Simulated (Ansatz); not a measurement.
# Phases of Ni at 190 GPa

Structure types of Ni are relaxed in primitive cells with their symmetry kept at 190 GPa, first on PAW files, then by LAPW. The enthalpy is E + pV at zero temperature, without zero-point motion. Only the types listed were tried, and differences under about 5 meV/atom are mesh noise.

Level of theory: DFT with PBE, scalar-relativistic, in Ansatz 0.2.0; Fermi–Dirac smearing of 0.08 eV, spin-polarised from start moments Ni 1 μB. LAPW: all electrons, basis error target 0.5 meV/atom; PAW: frozen-core files, cutoff 420 eV.

k meshes: fcc 21×21×21, bcc 22×22×22, hcp 20×20×11, beta tin 21×21×21, diamond 16×16×16, sc 19×19×19.

The magnetic state is the one reached from the start moments; other orders weren't searched.

Q: Order the types by LAPW enthalpy, lowest first.
A. bcc
B. hcp
C. sc
D. fcc
E. beta tin
F. diamond

A: D (0 meV/atom), B (46 meV/atom), A (116 meV/atom), E (1112 meV/atom), C (1772 meV/atom), F (4714 meV/atom).

| start type | ends as | a, b, c (Å) | V (Å³/atom) | H − H(lowest), LAPW (meV/atom) | same, PAW | moment (μB/atom) |
| --- | --- | --- | --- | --- | --- | --- |
| fcc | fcc, Fm-3m | 3.099, 3.099, 3.099 | 7.44 | 0.0 | 0.0 | 0.53 |
| bcc | bcc, Im-3m | 2.459, 2.459, 2.459 | 7.44 | 116.5 | 114.7 | 0.00 |
| hcp | hcp, P6_3/mmc | 2.188, 2.188, 3.592 | 7.45 | 45.6 | 45.0 | 0.52 |
| beta tin | beta tin, I4_1/amd | 3.863, 3.863, 2.092 | 7.80 | 1112.4 | 1107.3 | 0.00 |
| diamond | diamond, Fd-3m | 4.234, 4.234, 4.234 | 9.49 | 4714.3 | 4702.5 | 0.72 |
| sc | sc, Pm-3m | 2.003, 2.003, 2.003 | 8.03 | 1771.6 | 1763.3 | 0.00 |

Q: Split the lead of fcc over hcp into energy and pV.

A: For hcp less fcc: ΔE = +35.2 meV/atom, and p·ΔV = 190 GPa × +0.0088 Å³ × 6.242 meV/(GPa·Å³) = +10.4 meV/atom, together 45.6 meV/atom. fcc wins on both counts.
